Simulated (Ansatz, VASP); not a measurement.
# Si: VASP beside Ansatz

POSCAR

```
Si
1.0
    0.0000000000      2.7271496470      2.7271496470
    2.7271496470      0.0000000000      2.7271496470
    2.7271496470      2.7271496470      0.0000000000
Si
2
Direct
    0.5000000000      0.5000000000      0.5000000000
    0.7500000000      0.7500000000      0.7500000000
```

The input INCAR.step1:

```
PREC = Accurate
ENCUT = 520
ISMEAR = 0
SIGMA = 0.05
LREAL = F
LASPH = T
NELM = 60
NBANDS = 11
GGA = PE
ALGO = Normal
EDIFF = 1E-4
LWAVE = T
LCHARG = F
```

Contents of INCAR.step2:

```
PREC = Accurate
ENCUT = 520
EDIFF = 1E-7
ISMEAR = 0
SIGMA = 0.05
LREAL = F
LASPH = T
NELM = 60
ALGO = Normal
ISIF = 2
LWAVE = F
LCHARG = F
METAGGA = R2SCAN
LMIXTAU = T
NBANDS = 11
ISTART = 1
```

File KPOINTS:

```
Automatic mesh
0
Gamma
  14 14 14
```

Input for Ansatz:

```yaml
crystal:
  lattice:
    - [0.0, 2.7271496445, 2.7271496445]
    - [2.7271496445, 0.0, 2.7271496445]
    - [2.7271496445, 2.7271496445, 0.0]
  atoms:
    - { symbol: Si, position: [0.5, 0.5, 0.5] }
    - { symbol: Si, position: [0.75, 0.75, 0.75] }
basis:
  ecutwfc: 600
  ecutrho_ratio: 5
kpoints:
  mp_grid: { grid: [14, 14, 14] }
hamiltonian:
  xc: r2scan
scf:
  occupations: { method: gaussian, width: 0.05 }
output:
  forces: true
  stress: true
  eigenvalues: true
```

Alike in both runs: task single point; functional r2SCAN; k mesh 14 × 14 × 14; occupations gaussian, width 0.05 eV; no spin polarisation.

```csv
,VASP,Ansatz
version,VASP 6.6.1,Ansatz 0.2.0
potentials or method,"VASP PAW PBE potentials, release 64 (Si)","scalar-relativistic, plane waves, PAW"
plane-wave cutoff (eV),520,600
valence electrons in the cell,8,8
```

Ansatz gave:

```
gap on the k mesh at the Fermi level (eV) : 0.78
least direct gap on the mesh (eV)         : 2.74
pressure (GPa)                            : -0.5
```

Task: Estimate VASP's values.

Result: gap on the k mesh at the Fermi level (eV): 0.80; least direct gap on the mesh (eV): 2.75; pressure (GPa): -0.8.

Caveats: the PAW data sets were made with another functional, which shifts forces and pressure a little (VASP). A k mesh can miss the band edges. r2SCAN opens gaps a little over a GGA but as a rule still falls short of measured ones.
